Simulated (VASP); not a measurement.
# HgS (F-43m) in VASP: a series of runs

One crystal, HgS, is run at these levels: PBEsol, PBE; tasks: equation of state.

Everything below comes from runs of VASP 6.6.1. Logs are shortened: lines on timing, memory, paths and dates and some standing lists are left out, and cuts for length are marked.

## (1) The structure

It takes space group F-43m (No. 216, cubic). Conventional cell: a = 5.852 Å, b = 5.852 Å, c = 5.852 Å, α = 90.00°, β = 90.00°, γ = 90.00°. Around Hg (site symmetry -43m) lie 4 S at 2.53 Å. Around S (site symmetry -43m) lie 4 Hg at 2.53 Å.

Measurements of this composition are mostly on another form, of space group No. 152.

## (2) Equation of state, PBEsol, 23.54 Å³/atom (volume scaled by 0.94)

The input, INCAR:

```
PREC = Accurate
ENCUT = 520
EDIFF = 1E-7
ISMEAR = -1
SIGMA = 0.05
LREAL = F
LASPH = T
NELM = 60
ALGO = Normal
ISIF = 2
LWAVE = F
LCHARG = F
GGA = PS
NBANDS = 16
```

The input, KPOINTS:

```
regular mesh
0
Gamma
  8 8 8
```

The input, POSCAR:

```
HgS
1.0
    0.0000000000      2.8661220162      2.8661220162
    2.8661220162      0.0000000000      2.8661220162
    2.8661220162      2.8661220162      0.0000000000
Hg S
1 1
Direct
    0.0000000000      0.0000000000      0.0000000000
    0.7500000000      0.7500000000      0.7500000000
```

Potentials or basis: VASP PAW PBE potentials, release 64 (Hg, S).

Run with:

```
$ cat potpaw_PBE.64/Hg/POTCAR potpaw_PBE.64/S/POTCAR > POTCAR
$ mpirun -np 1 vasp_std > vasp.out
```

OUTCAR:

```text
PREC = Accurate
   ENCUT = 520
   EDIFF = 1E-7
   ISMEAR = -1
   LREAL = F
   LASPH = T
   NELM = 60
   ISIF = 2
   GGA = PS

 Found     29 irreducible k-points:

 Following reciprocal coordinates:
            Coordinates               Weight
  0.000000  0.000000  0.000000      1.000000
  0.125000  0.000000  0.000000      8.000000
  0.250000  0.000000  0.000000      8.000000
  0.375000  0.000000  0.000000      8.000000
  0.500000  0.000000  0.000000      4.000000
  0.125000  0.125000  0.000000      6.000000
   k-points           NKPTS =     29   k-points in BZ     NKDIM =     29   number of bands    NBANDS=     16
   number of dos      NEDOS =    301   number of ions     NIONS =      2
   total plane-waves  NPLWV =  27000
   dimension x,y,z NGX =    30 NGY =   30 NGZ =   30
   dimension x,y,z NGXF=    60 NGYF=   60 NGZF=   60
   ions per type =               1   1
   NGX,Y,Z   is equivalent  to a cutoff of  12.30, 12.30, 12.30 a.u.
   NGXF,Y,Z  is equivalent  to a cutoff of  24.61, 24.61, 24.61 a.u.
 SYSTEM =  unknown system
   PREC   = accura    normal or accurate (medium, high low for compatibility)
   ISTART =      0    job   : 0-new  1-cont  2-samecut
   ICHARG =      2    charge: 1-file 2-atom 10-const
   ISPIN  =      1    spin polarized calculation?
   LNONCOLLINEAR =      F non collinear calculations
   LSORBIT =      F    spin-orbit coupling
   LASPH  =      T    aspherical Exc in radial PAW
   ENCUT  =  520.0 eV  38.22 Ry    6.18 a.u.   7.54  7.54  7.54*2*pi/ulx,y,z
   NELM   =     60;   NELMIN=  2; NELMDL= -5     # of ELM steps
   EDIFF  = 0.1E-06   stopping-criterion for ELM
   LREAL  =      F    real-space projection
   EDIFFG = 0.1E-05   stopping-criterion for IOM
   NSW    =      0    number of steps for IOM
   IBRION =     -1    ionic relax: 0-MD 1-quasi-New 2-CG
   NFREE  =      0    steps in history (QN), initial steepest desc. (CG)
   ISIF   =      2    stress and relaxation
   ISYM   =      2    0-nonsym 1-usesym 2-fastsym
   POTIM  = 0.5000    time-step for ionic-motion
   TEBEG  =    0.0;   TEEND  =   0.0 temperature during run
   PSTRESS=    0.0 pullay stress
   NELECT =      18.0000    total number of electrons
   NUPDOWN=      -1.0000    fix difference up-down
   EMIN   =  10.00;   EMAX   =-10.00  energy-range for DOS
   EFERMI =   0.00;   METHOD = LEGACY
   ISMEAR =    -1;   SIGMA  =   0.05  broadening in eV -4-tet -1-fermi 0-gaus
   EFERMI_NEDOS =   21; number of points for ismear=-14 and -15
   IALGO  =     38    algorithm
   IMIX   =      4    mixing-type and parameters
     AMIX     =   0.40;   BMIX     =  1.00
     AMIX_MAG =   1.60;   BMIX_MAG =  1.00
  volume/ion in A,a.u.               =      23.54       158.88
  Fermi-wavevector in a.u.,A,eV,Ry     =   1.188122  2.245225 19.206441  1.411634
  Thomas-Fermi vector in A             =   2.324258
   LORBIT       =      0    0 simple, 1 ext, 2 COOP (PROOUT), +10 PAW based schemes
   GGA     = PS    functional components
   LHFCALC =     F    Hartree Fock is set to
   AEXX    =    0.0000 exact exchange contribution
   IVDW    =     0    specifies the selected vdW correction
   LEPSILON=     F    determine dielectric tensor
   LRPA    =     F    only Hartree local field effects (RPA)
 non-spin polarized calculation
  energy-cutoff  :      520.00
  volume of cell :       47.09
 maximum number of plane-waves:      1287
   NGX = 15   NGY = 15   NGZ = 15

 number of electron      18.0000003 magnetization

 Free energy of the ion-electron system (eV)
  ---------------------------------------------------
  ext. energy  EPLUGINS =         0.00000000
  ---------------------------------------------------
  free energy    TOTEN  =        -5.20898203 eV

  energy without entropy =       -5.20842069  energy(sigma->0) =       -5.20870136

 E-fermi :   2.7528     XC(G=0):  -9.8185

 val. band max:        2.7024933642   @ k =   0.0000   0.0000   0.0000
 cond. band min:       3.4868009658   @ k =   0.1250   0.0000   0.0000
 fundamental gap:      0.7843076016
 Fermi energy:         2.7528482664

 k-point     1 :       0.0000    0.0000    0.0000
  band No.  band energies     occupation
      1     -11.1140      2.00000
      2      -4.8604      2.00000
      3      -4.8604      2.00000
      4      -4.8604      2.00000
      5      -3.8052      2.00000
      6      -3.8052      2.00000
[... 8 lines left out ...]
     15      14.3070      0.00000
     16      14.3070      0.00000

 k-point     2 :       0.1250    0.0000    0.0000
  band No.  band energies     occupation
      1     -11.0258      2.00000
      2      -4.8415      2.00000
      3      -4.8183      2.00000
      4      -4.8183      2.00000
      5      -3.8089      2.00000
      6      -3.8089      2.00000
[... 8 lines left out ...]
     15      13.6153      0.00000
     16      13.6153      0.00000

 k-point     3 :       0.2500    0.0000    0.0000
  band No.  band energies     occupation
      1     -10.8061      2.00000
      2      -4.7253      2.00000
      3      -4.7253      2.00000
      4      -4.7013      2.00000
      5      -3.7991      2.00000
      6      -3.7991      2.00000
[... 8 lines left out ...]
     15      13.2930      0.00000
     16      13.2930      0.00000

 k-point     4 :       0.3750    0.0000    0.0000
  band No.  band energies     occupation
      1     -10.5774      2.00000
      2      -4.6516      2.00000
      3      -4.6516      2.00000
      4      -4.2564      2.00000
      5      -3.7536      2.00000
      6      -3.7536      2.00000
[... 8 lines left out ...]
     15      13.9932      0.00000
     16      13.9932      0.00000

 k-point     5 :       0.5000    0.0000    0.0000
  band No.  band energies     occupation
      1     -10.4804      2.00000
      2      -4.6284      2.00000
      3      -4.6284      2.00000
      4      -3.7216      2.00000
      5      -3.7216      2.00000
      6      -3.4061      2.00000
[... 8 lines left out ...]
     15      14.8419      0.00000
     16      14.8419      0.00000

 k-point     6 :       0.1250    0.1250    0.0000
  band No.  band energies     occupation
      1     -10.9963      2.00000
      2      -4.8837      2.00000
      3      -4.7790      2.00000
      4      -4.7790      2.00000
      5      -3.8452      2.00000
      6      -3.7778      2.00000
[... 8 lines left out ...]
     15      14.1803      0.00000
     16      14.2865      0.00000

 [... further k-points ...]

------------------------ aborting loop because EDIFF is reached ----------------------------------------

  FORCE on cell =-STRESS in cart. coord.  units (eV):
  Direction    XX          YY          ZZ          XY          YZ          ZX
  --------------------------------------------------------------------------------------
  -------------------------------------------------------------------------------------
  Total        1.7285859      1.7285859      1.7285859      0.0000000      0.0000000     -0.0000000
  in kB       58.8149220     58.8149220     58.8149220      0.0000000      0.0000000     -0.0000000
  external PRESSURE =      58.8149220 kB  Pullay stress =       0.0000000 kB

 VOLUME and BASIS-vectors are now :
 -----------------------------------------------------------------------------
  energy-cutoff  :      520.00
  volume of cell :       47.09
      direct lattice vectors                 reciprocal lattice vectors
     0.000000000  2.866122016  2.866122016    -0.174451749  0.174451749  0.174451749
     2.866122016  0.000000000  2.866122016     0.174451749 -0.174451749  0.174451749
     2.866122016  2.866122016  0.000000000     0.174451749  0.174451749 -0.174451749

 POSITION                                       TOTAL-FORCE (eV/Angst)
 -----------------------------------------------------------------------------------
      0.00000      0.00000      0.00000         0.000000      0.000000      0.000000
      4.29918      4.29918      4.29918        -0.000000     -0.000000     -0.000000
 -----------------------------------------------------------------------------------
    total drift:                               -0.000000     -0.000000     -0.000000

  FREE ENERGIE OF THE ION-ELECTRON SYSTEM (eV)
  ---------------------------------------------------
  free  energy   TOTEN  =        -5.2089820329 eV

  energy  without entropy=       -5.2084206867  energy(sigma->0) =       -5.20870136
```

Run time: 29 s. Hardware: 1 thread of Intel Xeon Platinum 8175M at 2.50GHz (Skylake/Cascade Lake), shared host; peak memory 0.17 GiB.

Results:

| Property | Result |
| --- | --- |
| Free energy | -5.2090 eV |
| Pressure | 5.9 GPa |
| Band gap on the k mesh | none (metal or under the smearing width) |

Caveat: the PAW data sets were made with another functional, which shifts forces and pressure a little.

## (3) Equation of state, PBEsol, 24.05 Å³/atom (volume scaled by 0.96)

INCAR is that of step 2.

KPOINTS is that of step 2.

The input, POSCAR:

```
HgS
1.0
    0.0000000000      2.8863066391      2.8863066391
    2.8863066391      0.0000000000      2.8863066391
    2.8863066391      2.8863066391      0.0000000000
Hg S
1 1
Direct
    0.0000000000      0.0000000000      0.0000000000
    0.7500000000      0.7500000000      0.7500000000
```

Potentials or basis: VASP PAW PBE potentials, release 64 (Hg, S).

Run with:

```
$ cat potpaw_PBE.64/Hg/POTCAR potpaw_PBE.64/S/POTCAR > POTCAR
$ mpirun -np 1 vasp_std > vasp.out
```

Wall time 29 s (1 thread of Intel Xeon Platinum 8175M at 2.50GHz (Skylake/Cascade Lake), shared host); peak memory 0.17 GiB.

It converged, with:

- Free energy: -5.2407 eV
- Pressure: 4.1 GPa
- Band gap on the k mesh: none (metal or under the smearing width)

Caveat: the PAW data sets were made with another functional, which shifts forces and pressure a little.

## (4) Equation of state, PBEsol, 24.55 Å³/atom (volume scaled by 0.98)

INCAR is that of step 3.

KPOINTS is that of step 3.

The input, POSCAR:

```
HgS
1.0
    0.0000000000      2.9062128311      2.9062128311
    2.9062128311      0.0000000000      2.9062128311
    2.9062128311      2.9062128311      0.0000000000
Hg S
1 1
Direct
    0.0000000000      0.0000000000      0.0000000000
    0.7500000000      0.7500000000      0.7500000000
```

Run with:

```
$ cat potpaw_PBE.64/Hg/POTCAR potpaw_PBE.64/S/POTCAR > POTCAR
$ mpirun -np 1 vasp_std > vasp.out
```

Run time: 21 s. Hardware: 1 thread of Intel Xeon Platinum 8175M at 2.50GHz (Skylake/Cascade Lake), shared host; peak memory 0.18 GiB.

Results (log left out):

- Free energy: -5.2620 eV
- Pressure: 2.5 GPa
- Band gap on the k mesh: none (metal or under the smearing width)

Caveat: the PAW data sets were made with another functional, which shifts forces and pressure a little.

[end of part 1 of 2]
